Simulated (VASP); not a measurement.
**A VASP 6.6.1 single-point calculation on LiCl**

INCAR

```
ENCUT = 520
NELM = 87
LWAVE = .FALSE.
ISIF = 2
ISMEAR = -1
PREC = Normal
NSW = 0
NBANDS = 18
LCHARG = .FALSE.
LREAL = .FALSE.
SIGMA = 0.02
IBRION = -1
ALGO = Fast
EDIFF = 1E-7
GGA = PE
BMIX = 0.5
LASPH = .TRUE.
```

KPOINTS

```
KPOINTS created by Atomic Simulation Environment
0
Gamma
12 12 4
0 0 0
```

POSCAR

```
Li Cl
 1.0000000000000000
     4.0966042671729026    0.0000000000000000    0.0000000000000000
    -2.0483021335864513    3.5477633646234672    0.0000000000000000
     0.0000000000000000    0.0000000000000000    5.8376248046999999
 Li  Cl
   2   2
Cartesian
  2.0483021335864504  1.1825877882078224  5.2124703457749808
 -0.0000000000000001  2.3651755764156448  2.2936579434249809
  2.0483021335864504  1.1825877882078224  2.8142695983123240
 -0.0000000000000001  2.3651755764156448  5.7330820006623240
```

The recommended PBE PAW datasets give the neutral cell 20 valence electrons.

Command

```
mpirun -np 1 vasp_std
```

Question: Predict the outcome of this run.

Answer: It converged. Results: gap between bands v and c on the k mesh 5.63 eV; least direct gap on the k mesh 5.63 eV; pressure -0.5 GPa. Band v is the last that the valence electrons fill when counted band by band, and c is the next.

OSZICAR

```
N       E                     dE             d eps       ncg     rms          rms(c)
DAV:   1     0.133208823588E+03    0.13321E+03   -0.87720E+03  2052   0.106E+03
DAV:   2     0.715013037958E+00   -0.13249E+03   -0.12733E+03  2540   0.235E+02
DAV:   3    -0.145457661132E+02   -0.15261E+02   -0.15186E+02  3594   0.686E+01
DAV:   4    -0.150351148521E+02   -0.48935E+00   -0.48753E+00  3024   0.137E+01
DAV:   5    -0.150699072122E+02   -0.34792E-01   -0.34782E-01  3140   0.281E+00    0.329E+00
RMM:   6    -0.147934115233E+02    0.27650E+00   -0.54729E-01  2545   0.324E+00    0.237E+00
RMM:   7    -0.148177224331E+02   -0.24311E-01   -0.17852E-01  2902   0.192E+00    0.158E+00
RMM:   8    -0.148349361668E+02   -0.17214E-01   -0.21137E-02  2953   0.107E+00    0.516E-01
RMM:   9    -0.148329974641E+02    0.19387E-02   -0.69701E-03  3349   0.482E-01    0.123E-01
RMM:  10    -0.148333666415E+02   -0.36918E-03   -0.28284E-03  3483   0.300E-01    0.920E-02
RMM:  11    -0.148334577950E+02   -0.91153E-04   -0.87997E-04  3445   0.172E-01    0.139E-02
RMM:  12    -0.148334994516E+02   -0.41657E-04   -0.35894E-04  3580   0.103E-01    0.169E-02
RMM:  13    -0.148335196838E+02   -0.20232E-04   -0.13547E-04  3586   0.615E-02    0.723E-03
RMM:  14    -0.148335266151E+02   -0.69313E-05   -0.58445E-05  3436   0.402E-02    0.933E-03
RMM:  15    -0.148335237820E+02    0.28331E-05   -0.27493E-05  3545   0.283E-02    0.432E-03
RMM:  16    -0.148335316266E+02   -0.78445E-05   -0.11345E-05  3347   0.189E-02    0.391E-03
RMM:  17    -0.148335322750E+02   -0.64843E-06   -0.51620E-06  3413   0.121E-02    0.373E-03
RMM:  18    -0.148335328983E+02   -0.62325E-06   -0.22483E-06  3235   0.797E-03    0.417E-03
RMM:  19    -0.148335329508E+02   -0.52544E-07   -0.94551E-07  2932   0.542E-03
   1 F= -.14833533E+02 E0= -.14833533E+02  d E =-.496459E-11
```

Standard output (part)

```
POSCAR found type information on POSCAR LiCl
 POSCAR found :  2 types and       4 ions
 LDA part: xc-table for (Slater+PW92), standard interpolation
 POSCAR, INCAR and KPOINTS ok, starting setup
 WAVECAR not read
 entering main loop
WARNING in EDDRMM: call to ZHEGV failed, returncode =   6  3     16
 num prob  num prob RMM:  17    -0.148335322750E+02   -0.64843E-06   -0.51620E-06  3413   0.121E-02    0.373E-03
WARNING in EDDRMM: call to ZHEGV failed, returncode =   8  4     14
 num prob  num prob  num prob RMM:  18    -0.148335328983E+02   -0.62325E-06   -0.22483E-06  3235   0.797E-03    0.417E-03
 num prob  num prob  num prob WARNING in EDDRMM: call to ZHEGV failed, returncode =   8  4     17
 num prob  num prob  num prob RMM:  19    -0.148335329508E+02   -0.52544E-07   -0.94551E-07  2932   0.542E-03
```

For comparison, a separate PBE run of the intended cell, on usual settings and not on those above, gives a gap of 5.63 eV on its mesh and a pressure of -0.5 GPa.
